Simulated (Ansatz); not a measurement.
BeS (rocksalt), relaxed with r2SCAN, was run in Ansatz under altered settings. All numbers are computed, without spin polarisation but where a row says otherwise.

```xyz
2
Lattice="0.0000 2.3173 2.3173 2.3173 0.0000 2.3173 2.3173 2.3173 0.0000" Properties=species:S:1:pos:R:3 pbc="T T T"
Be    0.0000    0.0000    0.0000
S     2.3173    2.3173    2.3173
```

The base run's other keys:
```yaml
kpoints:
  mp_grid: { grid: [6, 6, 6] }
hamiltonian:
  xc: r2scan
scf:
  occupations: { method: fixed }
  n_extra_bands: 4
```

It takes 6 iterations with 609 plane waves at 500 eV and 16 k points, and leaves a mean stress of +0.18 GPa. The gap over this mesh is 1.350 eV. It ran on 4 threads of Intel(R) Xeon(R) 6975P-C (Granite Rapids), with other jobs on the host.

Outcomes, with energy and stress as changes against the base:
```
                               setting            outcome  ΔF (meV/atom)  Δ mean stress (GPa)  gap on the mesh (eV)  iterations  wall time
                      basis.xc_grid: 1          converged           +0.3                -0.01                 1.352           6     0.27 s
scf.occupations: methfessel_paxton 0.5          converged           +1.9                -0.07                 1.351           6     0.31 s
                    scf.mixing.ndim: 1          converged            0.0                 0.00                 1.350          14     0.39 s
scf.occupations: methfessel_paxton 0.2          converged            0.0                 0.00                 1.350           7     0.31 s
             scf.occupations: cold 0.2          converged            0.0                 0.00                 1.350           7     0.32 s
          hamiltonian.dispersion: d3bj  converged, warned           -161                -2.13                 1.350           6     0.32 s
                    basis.ecutwfc: 300  converged, warned           +7.2                +0.03                 1.361           7     0.26 s
                  scf.mixing.beta: 1.0          converged            0.0                 0.00                 1.350           6     0.33 s
       kpoints.mp_grid.grid: [5, 5, 5]          converged          +14.1                +0.35                 1.841           7     0.31 s
        scf.occupations: gaussian 0.05          converged            0.0                 0.00                 1.350           7     0.32 s
         hamiltonian.dispersion: rvv10          converged              –                -0.66                 1.333           7     0.63 s
         scf.occupations: gaussian 0.5          converged           -0.2                 0.00                 1.351           6     0.31 s
                        accuracy: high          converged            0.0                 0.00                 1.350           9     0.44 s
                  hamiltonian.xc: scan            refused              –                    –                     –           –     0.02 s
```
A dash marks a value that wasn't obtained or can't be compared. Stress is positive in compression. The base took 0.31 s.

- hamiltonian.dispersion: d3bj. The free energy moves by -161 meV an atom, the mean stress by -2.13 GPa and the gap on the mesh by 0.000 eV (to 1.350). A pairwise correction adds to energy, forces and stress and leaves the bands alone. Warned: dispersion damping borrowed.
- basis.ecutwfc: 300. 283 plane waves in place of 609. The free energy moves by +7.2 meV an atom, the mean stress by +0.03 GPa and the gap on the mesh by +0.012 eV (to 1.361). The basis is too small: these are errors of the cutoff. Warned: cutoff below recommended.
- kpoints.mp_grid.grid: [5, 5, 5]. The free energy moves by +14.1 meV an atom, the mean stress by +0.35 GPa and the gap on the mesh by +0.491 eV (to 1.841). The gap changes mostly because other points are sampled; a mesh that misses a band edge overestimates it. The mesh is too coarse.
- hamiltonian.dispersion: rvv10. The mean stress moves by -0.66 GPa and the gap on the mesh by -0.016 eV (to 1.333).
- hamiltonian.xc: scan. The program doesn't start. Error: YAML parse error: line 12 column 7: hamiltonian.xc: unknown variant `scan`, expected one of […]

Within 1 meV an atom, 0.1 GPa and 0.005 eV of the base stay: basis.xc_grid: 1; scf.mixing.ndim: 1; scf.occupations: methfessel_paxton 0.2; scf.occupations: cold 0.2; scf.mixing.beta: 1.0; scf.occupations: gaussian 0.05; scf.occupations: gaussian 0.5; accuracy: high.
